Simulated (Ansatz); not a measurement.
## KF (model cell, started as layered BN type): the cell at rest

Task: relax KF (model cell, started as layered BN type) tightly.

Program: Ansatz 0.2.0. Level of theory: DFT PBE, scalar-relativistic, plane waves, PAW. Results are calculated unless marked as measured.

This is a report of a sequence of runs, with most program output left out.

The structure was built from a prototype and need not be the compound's stable phase.

## Step 1: The starting structure

The structure is hexagonal, space group P6_3/mmc (No. 194). The conventional cell has a = 4.318 Å, b = 4.318 Å, c = 6.233 Å, α = 90.00°, β = 90.00°, γ = 120.00°. Nearest to K lie 5 F at 2.49 to 3.12 Å. F has 5 K at 2.49 to 3.12 Å nearest. Farther neighbours and most contacts between anions are not listed.

## Step 2: Probe on a coarse mesh

A quick single point on a coarse mesh tells whether the cell has a gap and how far it is from rest, which sets the k mesh and smearing that follow.

input.yaml

```yaml
crystal:
  lattice:
    - [4.31835, 0.0, 0.0]
    - [-2.15917, 3.7398, 0.0]
    - [0.0, 0.0, 6.233]
  atoms:
    - { symbol: K, position: [0.333333, 0.666667, 0.25] }
    - { symbol: K, position: [0.666667, 0.333333, 0.75] }
    - { symbol: F, position: [0.666667, 0.333333, 0.25] }
    - { symbol: F, position: [0.333333, 0.666667, 0.75] }
kpoints:
  mp_grid: { grid: [6, 6, 4] }
hamiltonian:
  xc: pbe
scf:
  occupations: { method: gaussian, width: 0.1 }
output:
  forces: true
  stress: true
  eigenvalues: true
```

Run with:

```bash
$ ansatz run input.yaml --threads 4 --pin off --max-ram 7168MiB --backend cpu --events-out ev --progress --plain --runs-dir out
```

It took 0.74 s on 4 threads of Arm Neoverse V1, shared host; peak memory 0.35 GiB; 2.5 s of CPU time.

This step gave:

```
pressure           : 0.5580 GPa
gap on the k-mesh  : 5.076 eV
volume per atom    : 25.17 Å³
direct gap on mesh : 5.164 eV
```

The coarse mesh shows a gap of 5.08 eV and a pressure of 0.6 GPa.

## Step 3: Bringing the structure to rest

The cell and atoms are relaxed, since residual forces and stress would shift the frequencies.

input.yaml, the sections that differ from step 2:

```yaml
scf:
  occupations: { method: gaussian, width: 0.02 }
output:
  forces: true
  stress: true
  eigenvalues: true
  write_density: true
  write_potential: true
  elf: true
  volumetric_format: npy
relax:
  adjacent_minimum: "off"
  f_tol: 0.005
  max_steps: 80
  cell: { stress_tol: 0.05 }
# crystal, kpoints, hamiltonian: as in step 2
```

Run time: 8.1 s. Hardware: 4 threads; peak memory 0.39 GiB; 29 s of CPU time.

The steps of the relaxation:

```tsv
step	energy less that of the first step (eV)	largest force component (eV/Å)	pressure (GPa)	volume (Å³)
1	0.0000	0.0000	0.56	100.66
2	-0.1083	0.0000	-0.06	99.29
3	-0.1804	0.0000	0.18	96.00
4	-0.1896	0.0000	-0.77	98.17
5	-0.2056	0.0000	0.31	94.50
6	-0.2053	0.0000	0.02	95.51
7*	-0.2157	0.0000	0.17	95.51
8	-0.2164	0.0000	0.05	96.00
9	-0.2161	0.0000	0.00	96.18
10*	-0.2172	0.0000	0.03	96.18
```

Relaxation steps marked * repeat the geometry before them on a plane-wave basis chosen anew for their cell, so energy and pressure can jump there.

Forces are held to the 24 operations that the run works with; a distortion that breaks them can't arise in this run.

```tsv
cell as run	before	after	change
a (Å)	4.318	4.545	+5.3 %
b (Å)	4.318	4.545	+5.3 %
c (Å)	6.233	5.375	-13.8 %
volume (Å³/atom)	25.17	24.04	-4.5 %
```

Final coordinates:

```xyz
4
Lattice="4.5453 0.0000 0.0000 -2.2726 3.9363 0.0000 0.0000 0.0000 5.3755" Properties=species:S:1:pos:R:3 pbc="T T T"
K     0.0000    2.6242    1.3439
K     2.2726    1.3121    4.0316
F     2.2726    1.3121    1.3439
F     0.0000    2.6242    4.0316
```

This step gave:

| Item | Value |
| --- | --- |
| pressure | 0.02639 GPa |
| gap on the k-mesh | 5.247 eV |
| volume per atom | 24.04 Å³ |
| direct gap on mesh | 5.247 eV |

ELF in the ac plane at fractional y = 0.333, with atoms of K and F within 0.2 Å of it. It is the smooth field of the valence electrons, not physical close to the nuclei.

Ten even steps from '0' (0.00) to '9' (0.87), each cell a mean:
```
00000002444200
00110037999840
01220059999971
01320169978982
01320169989972
01210048999961
00000014677520
00000000011000
00000001232210
00000026888630
01210048989851
01320058867961
01320058878961
00110037899741
00000013555420
00000000000000
```
Columns run along a (4.5 Å), rows up along c (5.4 Å). Atoms in or near the plane, at fractional coordinates: K at (0.67, 0.75), F at (0.67, 0.25).

Valence density in the ac plane at fractional y = 0.333, with atoms of K and F within 0.2 Å of it. It is the smooth field of the valence electrons, not physical close to the nuclei.

Ten steps, logarithmic in the rise over the least value, from '0' (0 e/Å³) to '9' (11 e/Å³), each cell a mean:
```
00000001222100
00000013555320
00000025677531
00000136777641
00000135777631
00000024666420
00000002333210
00000000111100
00000001121100
00000012444210
00000024787521
00100025899631
00000025898531
00000013565310
00000001232100
00000000111000
```
Columns run along a (4.5 Å), rows up along c (5.4 Å). Atoms in or near the plane, at fractional coordinates: K at (0.67, 0.75), F at (0.67, 0.25).

Electrostatic potential energy in the ac plane at fractional y = 0.333, with atoms of K and F within 0.2 Å of it. With pseudopotentials it is smooth inside the atoms' cores, unlike the true potential.

Ten even steps from '0' (-41 eV) to '9' (7 eV), each cell a mean:
```
99999999888899
99999987545789
99999985101479
99999973000268
99999974000379
99999986322589
99999998777899
99999999999999
99999999999999
99999999988999
99999999412899
99999997100599
99999998201699
99999999756999
99999999999999
99999999999999
```
Columns run along a (4.5 Å; values clipped at the 3rd and 97th percentile), rows up along c (5.4 Å). Atoms in or near the plane, at fractional coordinates: K at (0.67, 0.75), F at (0.67, 0.25).

In this step the volume went from 25.17 to 24.04 Å³/atom.

## Step 4: Tight relaxation

Phonons need a cell at rest on their own settings, so the relaxation is repeated with tight tolerances on forces and stress, using the mesh and the filling of the phonon run that follows.

input.yaml

```yaml
crystal:
  lattice:
    - [4.5452918021, -3.0385e-06, 0.0]
    - [-2.2726432697, 3.9363396875, 0.0]
    - [0.0, 0.0, 5.3754646161]
  atoms:
    - { symbol: K, position: [0.3333333333, 0.6666666667, 0.25] }
    - { symbol: K, position: [0.6666666667, 0.3333333333, 0.75] }
    - { symbol: F, position: [0.6666666667, 0.3333333333, 0.25] }
    - { symbol: F, position: [0.3333333333, 0.6666666667, 0.75] }
kpoints:
  mp_grid: { grid: [6, 6, 4] }
hamiltonian:
  xc: pbe
scf:
  occupations: { method: fixed }
output:
  forces: true
  stress: true
  eigenvalues: true
relax:
  adjacent_minimum: "off"
  f_tol: 0.001
  max_steps: 60
  cell: { stress_tol: 0.01 }
```

Run time: 2.9 s. Hardware: 4 threads; peak memory 0.37 GiB.

Little changed from the start: no atom moved by 0.005 Å and no cell edge by 0.1 %.

A gap read on the k-mesh alone can miss the band edges.

Numbers from this step:

| Item | Value |
| --- | --- |
| pressure | 0.003289 GPa |
| gap on the k-mesh | 5.243 eV |
| volume per atom | 24.07 Å³ |
| direct gap on mesh | 5.243 eV |

The forces vanish by symmetry and the pressure is 0.003 GPa, within the tolerances set. The cell now holds 24.07 Å³/atom.

## Step 5: Results

```json
{
  "space group after relaxation (within 0.01 Å)": "P6_3/mmc",
  "lattice constant a": "4.549 Å",
  "lattice constant b": "4.549 Å",
  "lattice constant c": "5.373 Å",
  "volume per atom": "24.1 Å³",
  "gap on the k-mesh": "5.24 eV"
}
```

**Reading.** The forces vanish by symmetry and the pressure is 0.003 GPa, within the tolerances set. The cell now holds 24.07 Å³/atom. The relaxation keeps the symmetry of its start, so it says nothing on stability against lower symmetry. The starting cell was built on a prototype and not taken from a measurement, so the phase need not exist.

[Logs are printed without paths, hosts, clocks, repeated set-up lines and the standing remarks that a program may print on its own settings, such as how far it seeks lower states.]

[Hosts, paths, dates, database ids (printed as entryN), source tags and the programs' standing remarks are cut or masked in the printed files.]
